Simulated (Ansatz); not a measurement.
# Ti3Si: a sublattice displacement scan

Aim: for Ti3Si, measure how stiffly every Ti atom is held.

Method: DFT r2SCAN, scalar-relativistic, plane waves, PAW, in Ansatz 0.2.0.

1 further run of the same task is left out (set aside as unsound or not needed). Runs told in other sessions of the task aren't counted.

## Step 1: The structure to begin with

The structure is hexagonal, space group P6_3/mmc (No. 194). Conventional cell: a = 5.629 Å, b = 5.629 Å, c = 4.504 Å, α = 90.00°, β = 90.00°, γ = 120.00°. Around Ti (site symmetry mm2) lie 8 Ti at 2.73 to 2.90 Å and 4 Si at 2.75 to 2.81 Å. Around Si (site symmetry -6m2) lie 12 Ti at 2.75 to 2.81 Å.

Structure file:

```cif
data_structure
_symmetry_space_group_name_H-M 'P 1'
_symmetry_Int_Tables_number 1
_cell_length_a 5.6286
_cell_length_b 5.6286
_cell_length_c 4.5039
_cell_angle_alpha 90.000
_cell_angle_beta 90.000
_cell_angle_gamma 120.000
_cell_volume 123.57
loop_
_atom_site_label
_atom_site_type_symbol
_atom_site_fract_x
_atom_site_fract_y
_atom_site_fract_z
_atom_site_occupancy
Ti1 Ti 0.34370 0.17185 0.75000 1
Ti2 Ti 0.82815 0.17185 0.75000 1
Ti3 Ti 0.82815 0.65630 0.75000 1
Ti4 Ti 0.65630 0.82815 0.25000 1
Ti5 Ti 0.17185 0.82815 0.25000 1
Ti6 Ti 0.17185 0.34370 0.25000 1
Si1 Si 0.33333 0.66667 0.75000 1
Si2 Si 0.66667 0.33333 0.25000 1
```

It goes back to an entry of the Materials Project, which need not be the stable form.

It is the result of an earlier relaxation at this level (volume 15.45 Å³/atom; gap on the mesh: none (metal)).

## Step 2: The reference cell

Reference values: F = -16308.2995 eV; pressure 0.02 GPa; largest force 0.012 eV/Å; gap on the mesh none (metal). It was computed beforehand with the settings of the runs below.

## Step 3: Setting up a sublattice displacement scan

Every Ti atom is moved by x along the Cartesian unit vector (0.000, 0.000, 1.000); the cell and all other atoms stay fixed. Forces below are components along that vector, summed over the moved atoms.

## Step 4: At x = -0.300 Å

The input, input.yaml:

```yaml
crystal:
  lattice:
    - [5.6285599865, 0.0, 0.0]
    - [-2.8142799932, 4.874475935, 0.0]
    - [0.0, 0.0, 4.5039465941]
  atoms:
    - { symbol: Ti, position: [0.3436961568, 0.1718480784, 0.6833917502] }
    - { symbol: Ti, position: [0.8281519216, 0.1718480784, 0.6833917502] }
    - { symbol: Ti, position: [0.8281519216, 0.6563038432, 0.6833917502] }
    - { symbol: Ti, position: [0.6563038432, 0.8281519216, 0.1833917502] }
    - { symbol: Ti, position: [0.1718480784, 0.8281519216, 0.1833917502] }
    - { symbol: Ti, position: [0.1718480784, 0.3436961568, 0.1833917502] }
    - { symbol: Si, position: [0.3333333333, 0.6666666667, 0.75] }
    - { symbol: Si, position: [0.6666666667, 0.3333333333, 0.25] }
basis:
  ecutwfc: 500
kpoints:
  mp_grid: { grid: [12, 12, 10] }
hamiltonian:
  xc: r2scan
scf:
  occupations: { method: gaussian, width: 0.15 }
output:
  forces: true
  stress: true
  eigenvalues: true
```

The run is started by

```bash
$ ansatz run input.yaml --threads 2 --pin off --max-ram 5120MiB --backend cpu --events-out ev --progress --plain --runs-dir out
```

Output (excerpt; [...] marks lines left out):

```text
Warning: RAYON_NUM_THREADS=2 ignored (pool sized by the plan → 2); use --threads N
[...]
Pseudopotentials: kind: paw
Pseudopotential: Ti, paw, valence charge 12, recommended cutoff 500 eV (meta_gga), Ti.paw.azcp
Pseudopotential: Si, paw, valence charge 4, recommended cutoff 500 eV (meta_gga), Si.paw.azcp
Functional definition: r2SCAN
[...]
Crystal: 8 atoms, lattice volume = 123.572 Å³
Basis set: ecut = 500 eV, 3143 PW (Γ), exchange–correlation on 180×180×144 points (64 copies of the dense FFT grid, shifted against one another)
Bands: 48, of which v1, the nominal top of the filled ones, is band 40 counted from 1 (39 counted from 0)
Symmetry: 12 space group operations
Space group: P63mc (ITA 186), of the structure as read, at distance tolerance 5.0e-5 Å
k-points: 114 of 1440 (time reversal used)
[...]
SCF iter   1: F=—  HF=-16307.305495 eV  |F-HF|=—  |Δ(HF+E_count)|=         —  Δρ=1.48e-2  dr2=2.54e-1  dr2_τ=9.01e-2  ethr=1.77e-3  ⟨swp⟩=6.6  Hψ=22055  notcnv=0
[...]
SCF iter   7: F=-16307.519071 eV  HF=-16307.519071 eV  |F-HF|=1.67e-8  |Δ(HF+E_count)|=   1.41e-7  Δρ=4.92e-6  dr2=3.73e-8  dr2_τ=9.25e-10  ethr=1.25e-10  ⟨swp⟩=8.7  Hψ=21335  notcnv=0
[...]
SCF converged after 7 iterations
Free energy (F): -16307.519071 eV
[...]
E sigma→0 (E₀):  -16307.481311 eV
Entropy (-TS):   -0.075518 eV (-9.440 meV/atom)
Fermi energy:    13.920956 eV
[...]
--- Forces (eV/Å), atoms counted from 1 ---
  atom   1  Ti    -0.32556267    -0.18796370     0.92578225
  atom   2  Ti     0.32556267    -0.18796370     0.92578225
  atom   3  Ti     0.00000000     0.37592740     0.92578225
  atom   4  Ti     0.32556267     0.18796370     0.92578225
  atom   5  Ti    -0.32556267     0.18796370     0.92578225
  atom   6  Ti    -0.00000000    -0.37592740     0.92578225
  atom   7  Si    -0.00000000    -0.00000000    -2.77729776
  atom   8  Si    -0.00000000     0.00000000    -2.77729776
[...]
--- Stress (GPa, compression-positive) ---
        1.281784      -0.000000       0.000000
       -0.000000       1.281784       0.000000
        0.000000       0.000000       6.366951
  P = ⅓ Tr σ = 2.9768 GPa (29.768 kbar)
--- Band table (eV; the first three rows and the last of 114) ---
[...]
```

Run time: 49 s. Hardware: 2 threads of Arm Neoverse V2, shared host; peak memory 1 GiB.

## Step 5: x = 0.225 Å

The input, input.yaml:

```yaml
crystal:
  lattice:
    - [5.6285599865, 0.0, 0.0]
    - [-2.8142799932, 4.874475935, 0.0]
    - [0.0, 0.0, 4.5039465941]
  atoms:
    - { symbol: Ti, position: [0.3436961568, 0.1718480784, 0.7999561874] }
    - { symbol: Ti, position: [0.8281519216, 0.1718480784, 0.7999561874] }
    - { symbol: Ti, position: [0.8281519216, 0.6563038432, 0.7999561874] }
    - { symbol: Ti, position: [0.6563038432, 0.8281519216, 0.2999561874] }
    - { symbol: Ti, position: [0.1718480784, 0.8281519216, 0.2999561874] }
    - { symbol: Ti, position: [0.1718480784, 0.3436961568, 0.2999561874] }
    - { symbol: Si, position: [0.3333333333, 0.6666666667, 0.75] }
    - { symbol: Si, position: [0.6666666667, 0.3333333333, 0.25] }
basis:
  ecutwfc: 500
kpoints:
  mp_grid: { grid: [12, 12, 10] }
hamiltonian:
  xc: r2scan
scf:
  occupations: { method: gaussian, width: 0.15 }
output:
  forces: true
  stress: true
  eigenvalues: true
```

The run is started by

```bash
$ ansatz run input.yaml --threads 2 --pin off --max-ram 5120MiB --backend cpu --events-out ev --progress --plain --runs-dir out
```

Output (excerpt; [...] marks lines left out):

```text
Warning: RAYON_NUM_THREADS=2 ignored (pool sized by the plan → 2); use --threads N
[...]
[... 4 set-up lines as earlier in the session ...]
[...]
Crystal: 8 atoms, lattice volume = 123.572 Å³
Basis set: ecut = 500 eV, 3143 PW (Γ), exchange–correlation on 180×180×144 points (64 copies of the dense FFT grid, shifted against one another)
Bands: 48, of which v1, the nominal top of the filled ones, is band 40 counted from 1 (39 counted from 0)
[... 2 set-up lines as earlier in the session ...]
k-points: 114 of 1440 (time reversal used)
[...]
SCF converged after 7 iterations
Free energy (F): -16307.873692 eV
[...]
E sigma→0 (E₀):  -16307.837173 eV
Entropy (-TS):   -0.073038 eV (-9.130 meV/atom)
Fermi energy:    13.927665 eV
[...]
--- Forces (eV/Å), atoms counted from 1 ---
  atom   1  Ti    -0.17451833    -0.10075821    -0.65630662
  atom   2  Ti     0.17451833    -0.10075821    -0.65630662
  atom   3  Ti     0.00000000     0.20151641    -0.65630662
  atom   4  Ti     0.17451833     0.10075821    -0.65630662
  atom   5  Ti    -0.17451833     0.10075821    -0.65630662
  atom   6  Ti    -0.00000000    -0.20151641    -0.65630662
  atom   7  Si     0.00000000    -0.00000000     1.96901200
  atom   8  Si     0.00000000     0.00000000     1.96901200
[...]
--- Stress (GPa, compression-positive) ---
        0.703780      -0.000000       0.000000
       -0.000000       0.703780       0.000000
        0.000000       0.000000       3.595223
  P = ⅓ Tr σ = 1.6676 GPa (16.676 kbar)
--- Band table (eV; the first three rows and the last of 114) ---
[...]
```

Wall time 50 s (2 threads of Arm Neoverse V2, shared host); peak memory 1 GiB.

## Step 6: x = -0.150 Å

The input, input.yaml:

```yaml
crystal:
  lattice:
    - [5.6285599865, 0.0, 0.0]
    - [-2.8142799932, 4.874475935, 0.0]
    - [0.0, 0.0, 4.5039465941]
  atoms:
    - { symbol: Ti, position: [0.3436961568, 0.1718480784, 0.7166958751] }
    - { symbol: Ti, position: [0.8281519216, 0.1718480784, 0.7166958751] }
    - { symbol: Ti, position: [0.8281519216, 0.6563038432, 0.7166958751] }
    - { symbol: Ti, position: [0.6563038432, 0.8281519216, 0.2166958751] }
    - { symbol: Ti, position: [0.1718480784, 0.8281519216, 0.2166958751] }
    - { symbol: Ti, position: [0.1718480784, 0.3436961568, 0.2166958751] }
    - { symbol: Si, position: [0.3333333333, 0.6666666667, 0.75] }
    - { symbol: Si, position: [0.6666666667, 0.3333333333, 0.25] }
basis:
  ecutwfc: 500
kpoints:
  mp_grid: { grid: [12, 12, 10] }
hamiltonian:
  xc: r2scan
scf:
  occupations: { method: gaussian, width: 0.15 }
output:
  forces: true
  stress: true
  eigenvalues: true
  write_density: true
  write_potential: true
  elf: true
  volumetric_format: npy
```

The run is started by

```bash
$ ansatz run input.yaml --threads 2 --pin off --max-ram 5120MiB --backend cpu --events-out ev --progress --plain --runs-dir out
```

Output (excerpt; [...] marks lines left out):

```text
Warning: RAYON_NUM_THREADS=2 ignored (pool sized by the plan → 2); use --threads N
[...]
[... 4 set-up lines as earlier in the session ...]
[...]
Crystal: 8 atoms, lattice volume = 123.572 Å³
Basis set: ecut = 500 eV, 3143 PW (Γ), exchange–correlation on 180×180×144 points (64 copies of the dense FFT grid, shifted against one another)
Bands: 48, of which v1, the nominal top of the filled ones, is band 40 counted from 1 (39 counted from 0)
[... 2 set-up lines as earlier in the session ...]
k-points: 114 of 1440 (time reversal used)
[...]
SCF converged after 7 iterations
Free energy (F): -16308.114562 eV
[...]
E sigma→0 (E₀):  -16308.078942 eV
Entropy (-TS):   -0.071240 eV (-8.905 meV/atom)
Fermi energy:    13.932617 eV
[...]
--- Forces (eV/Å), atoms counted from 1 ---
  atom   1  Ti    -0.07040924    -0.04065079     0.41879897
  atom   2  Ti     0.07040924    -0.04065079     0.41879897
  atom   3  Ti     0.00000000     0.08130159     0.41879897
  atom   4  Ti     0.07040924     0.04065079     0.41879897
  atom   5  Ti    -0.07040924     0.04065079     0.41879897
  atom   6  Ti    -0.00000000    -0.08130159     0.41879897
  atom   7  Si    -0.00000000    -0.00000000    -1.25631137
  atom   8  Si    -0.00000000     0.00000000    -1.25631137
[...]
--- Stress (GPa, compression-positive) ---
        0.331200      -0.000000      -0.000000
       -0.000000       0.331200       0.000000
        0.000000       0.000000       1.578229
  P = ⅓ Tr σ = 0.7469 GPa (7.469 kbar)
--- Band table (eV; the first three rows and the last of 114) ---
[...]
```

It took 66 s on 2 threads of Arm Neoverse V2, shared host; peak memory 1 GiB.

Density in a lattice plane of the grid's cell (edges 5.63 and 5.63 Å, at 0.217 of the third edge), which holds Ti and Si.

Ten even steps from ' ' (0.08 e/Å³) to '@' (10.01 e/Å³):
```
        ::----::              ..::----..        
    ..--**##**--..          ::++####++::        
  ..==##@@@@##--          ::++%%@@%%++..        
  ::**@@@@%%==..        ..--##@@@@##--          
  ::++##**==..          ..--**##++--            
  ..::--::              ..::--::..              
                                                
                                                
                                                
          ......                                
      ..--====::..                              
    ::++##%%##--..                              
  ..==%%@@@@**::                                
  ::**%%@@##--..                                
  ::==++++::                                    
  ........                                      
                                                
                                                
                                                
                                                
```
Columns run along the first of these edges and rows up along the second, over one cell in 24 and 20 even steps from the bottom left corner. Atoms in the plane (fractional): Ti at (0.66, 0.83), Ti at (0.17, 0.83), Ti at (0.17, 0.34), Si at (0.67, 0.33).

ELF in the same plane.

Ten even steps from ' ' (0.03) to '@' (0.76):
```
::....==##%%##**==....::::..::==**##%%##--....::
....++%%**==**%%++........--##%%++++%%%%--....::
..++%%==    **%%==..::::--####--  --####::..::::
--####::  --##++::----::++##++  ..**%%==..----..
==####****##++--==**==--++####++####==..--++--..
::**##%%##==--++####==::++##%%##++::..--****--..
  ::----::::++##%%##==::::----::  ..==##%%**--  
    ....::--++++++==--......  ..--**%%@@@@##==..
::::..::::::::::::::::::::::--++%%@@@@@@@@%%**==
--::..::==++++++--....::==**##%%@@@@@@@@@@%%##++
::  ::**%%%%%%%%++....--**%%%%%%**++++**%%%%%%++
  ::**##==::**%%==  ..++%%%%##==--::--++%%%%##--
  ++##--    ****::  --##%%##==::==----**%%%%++..
::##**::::++##==..--##@@@@**--------++%%@@##--..
==%%%%##%%##==..--**@@@@@@**--::--**%%@@@@**--..
--**####++--::--**%%@@@@@@##****##@@@@@@%%**--..
....::::..::==**##%%%%@@@@%%%%%%@@%%%%####**--..
..  ....::========++**##%%%%%%##**++========--::
::::::::::::::......::==****++--........::::::::
----....::--==--..  ..::--::..  ..--==--::....--
```
Columns run along the first of these edges and rows up along the second, over one cell in 24 and 20 even steps from the bottom left corner. Atoms in the plane (fractional): Ti at (0.66, 0.83), Ti at (0.17, 0.83), Ti at (0.17, 0.34), Si at (0.67, 0.33).

Both are smooth fields of the valence electrons: close to the nuclei they are not physical.

Outside the cores ELF peaks at 0.79 beside Si, off the lines to its neighbours, 1.0 Å from Si; 0.77 between the atoms, 2.0 Å from Ti; 0.76 on the Si–Ti line, 1.1 Å from Si.

## Step 7: The scan collected

Collected from the runs (energy zero: the undisturbed cell):

```csv
x (Å),ΔE (meV/cell),force on the moved atoms (eV/Å),pressure (GPa)
-0.300,780.5,5.555,3.0
-0.150,185.0,2.513,0.7
0.000,0.0,0.000,0.0
0.225,425.9,-3.938,1.7
```

## Step 8: Results

| quantity | value |
| --- | --- |
| force constant along x, from the points at -0.150, 0 and 0.225 Å | 17.05 eV/Å² for the 6 moved atoms together |

In words: The restoring force grows by 17.05 eV/Å per Å near the site for the 6 atoms together, 2.84 on average. The step of 0.23 Å is wide, so anharmonic terms mix in. No sampled point lies below the undisturbed cell.
